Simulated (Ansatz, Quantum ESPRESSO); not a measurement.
# In2Se2, 1 layer: response to a perpendicular field, part 2 of 6

Aim: how In2Se2, 1 layer screens a field along its normal, and what the field does to its bands.

Quantum ESPRESSO 7.5; plane-wave DFT, PBE, GBRV ultrasoft pseudopotentials; geometry and cross-check by Ansatz 0.2.0 with PAW datasets.

So far: Set-up; Geometry from Ansatz.

## 3. Self-consistent run: no field

The zero-field run is the reference. tefield and dipfield are on already, so that all runs share k-points and boundary.

Level of this step: plane-wave DFT, PBE, GBRV ultrasoft pseudopotentials (Quantum ESPRESSO 7.5).

File f0.in:

```
&control
  prefix = 'f0'
  outdir = './out'
  pseudo_dir = './pseudo'
  calculation = 'scf'
  tprnfor = .true.
  tefield = .true.
  dipfield = .true.
/
&system
  ibrav = 0
  nat = 4
  ntyp = 2
  ecutwfc = 40
  ecutrho = 200
  occupations = 'smearing'
  smearing = 'fd'
  degauss = 0.004
  edir = 3
  emaxpos = 0.97
  eopreg = 0.04
  eamp = 0.0
/
&electrons
  conv_thr = 1e-09
  mixing_beta = 0.4
  electron_maxstep = 120
  mixing_mode = 'plain'
/
ATOMIC_SPECIES
  Se  78.9710  se_pbe_v1.uspp.F.UPF
  In  114.8180  in_pbe_v1.4.uspp.F.UPF
CELL_PARAMETERS angstrom
  4.08646054975544 0.00000000000000 0.00000000000000
  -2.04323027487772 3.53897864765113 0.00000000000000
  0.00000000000000 0.00000000000000 22.14290946410000
ATOMIC_POSITIONS crystal
  Se  0.333333333333 0.666666666667 0.378597342544
  In  -0.000000000000 -0.000000000000 0.436177059488
  In  -0.000000000000 -0.000000000000 0.563823195848
  Se  0.333333333333 0.666666666667 0.621402402119
K_POINTS automatic
  6 6 1 0 0 0
```

On the command line:

```bash
$ OMP_NUM_THREADS=1 mpirun -n 4 pw.x -nk 2 -in f0.in > f0.out
```

The program printed:

```text
Program PWSCF v.7.5 starts
[citation notice left out]

     Parallel version (MPI & OpenMP), running on       4 processor cores
     Number of MPI processes:                 4
     Threads/MPI process:                     1

     MPI processes distributed on     1 nodes
[...]
Current dimensions of program PWSCF are:
     Max number of different atomic species (ntypx) = 10
     Max number of k-points (npk) =  40000
     Max angular momentum in pseudopotentials (lmaxx) =  4
     Presently no symmetry can be used with electric field

     K-points division:     npool     =       2
     R & G space division:  proc/nbgrp/npool/nimage =       2
     Subspace diagonalization in iterative solution of the eigenvalue problem:
     a serial algorithm will be used

     Parallelization info
     --------------------
     sticks:   dense  smooth     PW     G-vecs:    dense   smooth      PW
     Min         411     329    105                51607    36983    6644
     Max         412     332    106                51620    36986    6645
     Sum         823     661    211               103227    73969   13289

     Using Slab Decomposition

     bravais-lattice index     =            0
     lattice parameter (alat)  =       7.7223  a.u.
     unit-cell volume          =    2161.0088 (a.u.)^3
     number of atoms/cell      =            4
     number of atomic types    =            2
     number of electrons       =        38.00
     number of Kohn-Sham states=           23
     kinetic-energy cutoff     =      40.0000  Ry
     charge density cutoff     =     200.0000  Ry
     scf convergence threshold =      1.0E-09
     mixing beta               =       0.4000
     number of iterations used =            8  plain     mixing
     Exchange-correlation=  SLA  PW   PBX  PBC
                           (   1   4   3   4   0   0   0)

     celldm(1)=   7.722291  celldm(2)=   0.000000  celldm(3)=   0.000000
     celldm(4)=   0.000000  celldm(5)=   0.000000  celldm(6)=   0.000000

     crystal axes: (cart. coord. in units of alat)
               a(1) = (   1.000000   0.000000   0.000000 )
               a(2) = (  -0.500000   0.866025   0.000000 )
               a(3) = (   0.000000   0.000000   5.418604 )

     reciprocal axes: (cart. coord. in units 2 pi/alat)
               b(1) = (  1.000000  0.577350 -0.000000 )
               b(2) = (  0.000000  1.154701  0.000000 )
               b(3) = (  0.000000 -0.000000  0.184549 )

     PseudoPot. # 1 for Se read from file:
     ./pseudo/se_pbe_v1.uspp.F.UPF
     Pseudo is Ultrasoft + core correction, Zval =  6.0
     Generated by new atomic code, or converted to UPF format
     Using radial grid of  877 points,  6 beta functions with:
                l(1) =   0
                l(2) =   0
                l(3) =   1
                l(4) =   1
                l(5) =   2
                l(6) =   2
     Q(r) pseudized with  8 coefficients,  rinner =    1.300   1.300   1.300
                                                       1.300   1.300

     PseudoPot. # 2 for In read from file:
     ./pseudo/in_pbe_v1.4.uspp.F.UPF
     Pseudo is Ultrasoft + core correction, Zval = 13.0
     Generated by new atomic code, or converted to UPF format
     Using radial grid of  889 points,  6 beta functions with:
                l(1) =   0
                l(2) =   0
                l(3) =   1
                l(4) =   1
                l(5) =   2
                l(6) =   2
     Q(r) pseudized with  6 coefficients,  rinner =    1.400   1.400   1.400
                                                       1.400   1.400

     atomic species   valence    mass     pseudopotential
     Se                6.00    78.97100     Se( 1.00)
     In               13.00   114.81800     In( 1.00)

     No symmetry found

   Cartesian axes

     site n.     atom                  positions (alat units)
         1        Se     tau(   1) = (  -0.0000000   0.5773503   2.0514689  )
         2        In     tau(   2) = (   0.0000000   0.0000000   2.3634705  )
         3        In     tau(   3) = (   0.0000000   0.0000000   3.0551343  )
         4        Se     tau(   4) = (  -0.0000000   0.5773503   3.3671332  )

     number of k points=    20  Fermi-Dirac smearing, width (Ry)=  0.0040
                       cart. coord. in units 2pi/alat
        k(    1) = (   0.0000000   0.0000000   0.0000000), wk =   0.0555556
        k(    2) = (   0.0000000   0.1924501   0.0000000), wk =   0.1111111
        k(    3) = (   0.0000000   0.3849002   0.0000000), wk =   0.1111111
        k(    4) = (   0.0000000  -0.5773503   0.0000000), wk =   0.0555556
        k(    5) = (   0.1666667   0.0962250   0.0000000), wk =   0.1111111
        k(    6) = (   0.1666667   0.2886751   0.0000000), wk =   0.1111111
        k(    7) = (   0.1666667   0.4811252   0.0000000), wk =   0.1111111
        k(    8) = (   0.1666667  -0.4811252   0.0000000), wk =   0.1111111
        k(    9) = (   0.1666667  -0.2886751   0.0000000), wk =   0.1111111
        k(   10) = (   0.1666667  -0.0962250   0.0000000), wk =   0.1111111
[...]
k(   20) = (  -0.5000000  -0.8660254   0.0000000), wk =   0.0555556

     Dense  grid:   103227 G-vectors     FFT dimensions: (  36,  36, 192)

     Smooth grid:    73969 G-vectors     FFT dimensions: (  32,  32, 180)

     Estimated max dynamical RAM per process >     131.86 MB

     Estimated total dynamical RAM >     502.25 MB

     Initial potential from superposition of free atoms

     starting charge      34.9999, renormalised to      38.0000

     negative rho (up, down):  4.020E-04 0.000E+00

     Adding external electric field

     Computed dipole along edir(3) :
        Dipole                0.0000 Ry au,          0.0000 Debye
        Dipole field          0.0000 Ry au,

        Potential amp.       -0.0000 Ry
        Total length         40.1703 bohr

     Starting wfcs are   26 randomized atomic wfcs

     total cpu time spent up to now is        1.1 secs

     per-process dynamical memory:    54.4 Mb

     Self-consistent Calculation

     iteration #  1     ecut=    40.00 Ry     beta= 0.40
     Davidson diagonalization with overlap
     ethr =  1.00E-02,  avg # of iterations =  3.0

     negative rho (up, down):  3.039E-04 0.000E+00

     Adding external electric field

     Computed dipole along edir(3) :
        Dipole                0.0000 Ry au,          0.0000 Debye
        Dipole field          0.0000 Ry au,

        Potential amp.       -0.0000 Ry
        Total length         40.1703 bohr

[...]
Dipole               -0.0001 Ry au,         -0.0003 Debye
[...]
total energy              =    -354.30766280 Ry
     estimated scf accuracy    <       0.03150627 Ry

     iteration #  4     ecut=    40.00 Ry     beta= 0.40
[...]
negative rho (up, down):  4.125E-04 0.000E+00

[...]
Dipole                0.0010 Ry au,          0.0027 Debye
[...]
total energy              =    -354.30895611 Ry
     estimated scf accuracy    <       0.00723113 Ry

     iteration #  5     ecut=    40.00 Ry     beta= 0.40
[...]
negative rho (up, down):  3.768E-04 0.000E+00

[...]
Dipole               -0.0023 Ry au,         -0.0059 Debye
[...]
total energy              =    -354.30957601 Ry
     estimated scf accuracy    <       0.00051885 Ry

     iteration #  6     ecut=    40.00 Ry     beta= 0.40
[...]
negative rho (up, down):  3.756E-04 0.000E+00

[...]
Dipole                0.0122 Ry au,          0.0311 Debye
[...]
total energy              =    -354.30961559 Ry
     estimated scf accuracy    <       0.00008382 Ry

     iteration #  7     ecut=    40.00 Ry     beta= 0.40
[...]
negative rho (up, down):  3.742E-04 0.000E+00

[...]
Dipole               -0.0007 Ry au,         -0.0017 Debye
[...]
total energy              =    -354.30962086 Ry
     estimated scf accuracy    <       0.00030593 Ry

     iteration #  8     ecut=    40.00 Ry     beta= 0.40
[...]
negative rho (up, down):  3.735E-04 0.000E+00

[...]
Dipole               -0.0001 Ry au,         -0.0002 Debye
[...]
total energy              =    -354.30964906 Ry
     estimated scf accuracy    <       0.00000968 Ry

     iteration #  9     ecut=    40.00 Ry     beta= 0.40
[...]
negative rho (up, down):  3.738E-04 0.000E+00

[...]
Dipole                0.0001 Ry au,          0.0003 Debye
[...]
total energy              =    -354.30964942 Ry
     estimated scf accuracy    <       0.00000262 Ry

     iteration # 10     ecut=    40.00 Ry     beta= 0.40
[...]
negative rho (up, down):  3.742E-04 0.000E+00

[...]
Dipole                0.0000 Ry au,          0.0000 Debye
[...]
total energy              =    -354.30965025 Ry
     estimated scf accuracy    <       0.00000014 Ry

     iteration # 11     ecut=    40.00 Ry     beta= 0.40
[...]
negative rho (up, down):  3.746E-04 0.000E+00

[...]
Dipole               -0.0000 Ry au,         -0.0000 Debye
[...]
total energy              =    -354.30965028 Ry
     estimated scf accuracy    <       0.00000005 Ry

     iteration # 12     ecut=    40.00 Ry     beta= 0.40
[...]
negative rho (up, down):  3.748E-04 0.000E+00

[...]
Dipole                0.0000 Ry au,          0.0000 Debye
[...]
total energy              =    -354.30965030 Ry
     estimated scf accuracy    <       0.00000001 Ry

     iteration # 13     ecut=    40.00 Ry     beta= 0.40
[...]
negative rho (up, down):  3.752E-04 0.000E+00

[...]
Dipole               -0.0000 Ry au,         -0.0000 Debye
[...]
End of self-consistent calculation

          k = 0.0000 0.0000 0.0000 (  9271 PWs)   bands (ev):

   -15.7624 -15.5910 -15.5910 -15.5155 -15.5155 -15.5083 -15.5083 -15.3469
   -15.3469 -15.3132 -14.1852 -14.0656  -6.9744  -4.7235  -2.3069  -2.3069
    -2.2336  -2.2336  -1.7823  -0.3336   0.8882   3.1500   3.1500

          k = 0.0000 0.1925 0.0000 (  9243 PWs)   bands (ev):

   -15.7636 -15.6567 -15.5939 -15.5880 -15.5140 -15.4997 -15.4962 -15.3795
   -15.3488 -15.2603 -13.9481 -13.8404  -6.8777  -4.9165  -3.4158  -3.1671
    -2.5971  -2.4914  -1.7160   0.5767   1.5960   2.4787   3.3675

          k = 0.0000 0.3849 0.0000 (  9216 PWs)   bands (ev):

   -15.8145 -15.7122 -15.7075 -15.5873 -15.5254 -15.4680 -15.4666 -15.3973
   -15.3520 -15.2135 -13.4491 -13.3668  -6.9547  -5.8840  -4.2957  -3.3992
    -3.0854  -2.9321  -2.0740   0.7217   0.7316   2.7434   2.9772

          k = 0.0000-0.5774 0.0000 (  9226 PWs)   bands (ev):

   -15.8557 -15.7599 -15.7078 -15.5885 -15.5310 -15.4524 -15.4504 -15.4035
   -15.3533 -15.1954 -13.1686 -13.1034  -7.2348  -6.4649  -4.1591  -3.2979
    -3.2445  -3.1257  -2.6281   0.4443   0.5540   2.4488   2.7415

          k = 0.1667 0.0962 0.0000 (  9243 PWs)   bands (ev):

   -15.7636 -15.6567 -15.5939 -15.5880 -15.5140 -15.4997 -15.4962 -15.3795
   -15.3488 -15.2603 -13.9481 -13.8404  -6.8777  -4.9165  -3.4158  -3.1671
    -2.5971  -2.4914  -1.7160   0.5767   1.5960   2.4787   3.3674

          k = 0.1667 0.2887 0.0000 (  9214 PWs)   bands (ev):

   -15.7915 -15.7041 -15.6829 -15.5908 -15.5178 -15.4803 -15.4800 -15.3902
   -15.3536 -15.2237 -13.5801 -13.4908  -6.8576  -5.5293  -4.0427  -3.3611
    -3.3539  -3.1439  -1.8617   1.1113   1.5452   2.4952   3.3230

[...]
the Fermi energy is    -0.9730 ev

!    total energy              =    -354.30965031 Ry
     estimated scf accuracy    <          4.5E-10 Ry
     smearing contrib. (-TS)   =      -0.00000005 Ry
     internal energy E=F+TS    =    -354.30965026 Ry

     The total energy is F=E-TS. E is the sum of the following terms:
     one-electron contribution =   -1282.99217175 Ry
     hartree contribution      =     655.93111057 Ry
     xc contribution           =    -134.92449317 Ry
     ewald contribution        =     407.67590409 Ry
     electric field correction =       0.00000000 Ry

     convergence has been achieved in  13 iterations

     negative rho (up, down):  3.752E-04 0.000E+00

     Forces acting on atoms (cartesian axes, Ry/au):

     atom    1 type  1   force =     0.00000001    0.00000000    0.00039043
     atom    2 type  2   force =     0.00000001    0.00000010    0.00015803
     atom    3 type  2   force =     0.00000002   -0.00000005   -0.00015882
     atom    4 type  1   force =    -0.00000004   -0.00000005   -0.00038963

     Total force =     0.000595     Total SCF correction =     0.000127
     SCF correction compared to forces is large: reduce conv_thr to get better values

[...]
=------------------------------------------------------------------------------=
   JOB DONE.
=------------------------------------------------------------------------------=
[key lines of the parts left out:]
Dipole field         -0.0000 Ry au,
```

Wall time 27 s (4 MPI ranks of Arm Neoverse V1, shared host); peak memory 0.62 GiB.

This step gave:

- free energy: -4820.6284 eV
- Fermi energy: -0.973 eV
- dipole along the normal: 0 e·Å
- valence top, on the run's zero: -1.716 eV
- conduction bottom, on the run's zero: -0.3336 eV
- gap by band count: 1.382 eV

The program's own clock; routines nest. Time by routine:

| routine | wall time (s) | calls |
| --- | --- | --- |
| PWSCF | 26.07 | 1 |
| electrons | 24.55 | 1 |
| c_bands | 17 | 13 |
| cegterg | 15.08 | 130 |
| h_psi | 11.03 | 527 |
| fftw | 8.99 | 18958 |
| vloc_psi | 8.62 | 527 |
| sum_band | 4.63 | 13 |
| newd | 2.31 | 14 |
| calbec | 1.72 | 697 |
| h_psi:calbec | 1.18 | 527 |
| add_vuspsi | 1.18 | 527 |
| s_psi | 1.16 | 527 |
| init_run | 0.93 | 1 |

The run needed 13 iterations to bring the estimated error under 1e-09 Ry; the largest force on any atom, held or free, is 0.01 eV/Å.

## 4. Electrostatic potential

The vacuum level is read from the electrostatic potential (plot_num = 11), averaged over planes.

File f0.pot.in:

```
&inputpp
  prefix = 'f0'
  outdir = './out'
  filplot = 'f0.pot.dat'
  plot_num = 11
/
```

On the command line:

```bash
$ OMP_NUM_THREADS=1 mpirun -n 4 pp.x -in f0.pot.in > f0.pot.out
```

The job ended after 1.1 s (4 MPI ranks; peak memory 0.12 GiB).

Read from the output:

```
slope of the potential above                                          : 4.13e-5 eV/Å
upper vacuum line continued to the top atoms, over the valence top    : 5.936 eV
slope of the potential below                                          : -3.40e-5 eV/Å
lower vacuum line continued to the bottom atoms, over the valence top : 5.936 eV
vacuum level at the upper face over the valence top of the mesh       : 5.936 eV
vacuum level at the lower face over the valence top of the mesh       : 5.936 eV
```

The vacuum is flat to 0.1 meV/Å, so its level is well defined. Inside the slab the curve depends on the local part of the pseudopotentials; only the vacuum level has a meaning of its own.

[end of part 2 of 6]

[Logs are printed without paths, hosts, clocks, repeated set-up lines and the standing remarks that a program may print on its own settings, such as how far it seeks lower states.]

[Hosts, paths, dates, database ids (printed as entryN), source tags and the programs' standing remarks are cut or masked in the printed files.]

[Maps of the electrostatic potential energy from Ansatz leave out the sawtooth potential of an applied field or a dipole correction, so their vacuum need not be flat; planar profiles and work functions include it.]
